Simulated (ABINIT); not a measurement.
Runs of ABINIT 10.8.3 (patched build) on MgS (Niningerite). The structure is cubic, space group Fm-3m (No. 225). Conventional cell: a = 5.203 Å, b = 5.203 Å, c = 5.203 Å, α = 90.00°, β = 90.00°, γ = 90.00°. S (site symmetry m-3m) has 6 Mg at 2.60 Å as nearest neighbours. Mg (site symmetry m-3m) has 6 S at 2.60 Å as nearest neighbours. 

| task | level | potentials or basis | k mesh | cutoff (eV) | smearing | fine-grid cutoff | most SCF steps | gap on the mesh (eV) | pressure (GPa) | V0 of scaled cells (Å³/atom) | B0 (GPa) |
| --- | --- | --- | --- | --- | --- | --- | --- | --- | --- | --- | --- |
| band structure | TB-mBJ | JTH PAW LDA v2.0 | 9 × 9 × 9 | 653 | fermi-dirac 0.05 eV | 1251.72 eV | - | 4.09 | - | - | - |
| band structure | LDA | JTH PAW LDA v2.0 | 9 × 9 × 9 | 544 | fermi-dirac 0.05 eV | 1088.46 eV | - | 2.70 | -3.3 | - | - |
| equation of state | LDA | JTH PAW LDA v2.0 | 9 × 9 × 9 | 544 | fermi-dirac 0.05 eV | 1088.46 eV | - | - | - | (a) | 83 |
| band structure | PBE | JTH PAW PBE v2.0 | 9 × 9 × 9 | 544 | fermi-dirac 0.05 eV | 1088.46 eV | - | 2.91 | 1.1 | - | - |
| band structure | r2SCAN | JTH PAW PBE v2.0 | 9 × 9 × 9 | 653 | fermi-dirac 0.05 eV | 1251.72 eV | - | 3.61 | 0.1 | - | - |
| band structure | PBEsol | JTH PAW PBE v2.0 | 9 × 9 × 9 | 544 | fermi-dirac 0.05 eV | 1088.46 eV | - | 2.83 | -1.0 | - | - |
| single point | PBE0 | SPMS NC PBE v1.0 | 6 × 6 × 6 | 707 | fixed | - | 60 | 4.52 | -0.5 | - | - |
| single point | PBE | SPMS NC PBE v1.0 | 6 × 6 × 6 | 707 | fixed | - | - | 2.78 | 0.9 | - | - |
| equation of state | PBEsol | JTH PAW PBE v2.0 | 9 × 9 × 9 | 544 | fermi-dirac 0.05 eV | 1088.46 eV | - | - | - | 17.42 | (b) |

Alike in all rows: no spin polarisation; cell as given.

Task: Fill in the values left out.

Result: (a) 16.90; (b) 78.

Caveats: the mesh misses the band edges, which the band path finds closer together (some runs); the PAW data sets were made with another functional, which shifts forces and pressure a little (some runs); pressures at fixed basis lie under the slope of the energies (some runs); the constant c of TB-mBJ comes from the pseudo density here, which moves gaps by up to 0.3 eV between sets of potentials (some runs); the potentials were made for another functional, which shifts forces and pressure (some runs).
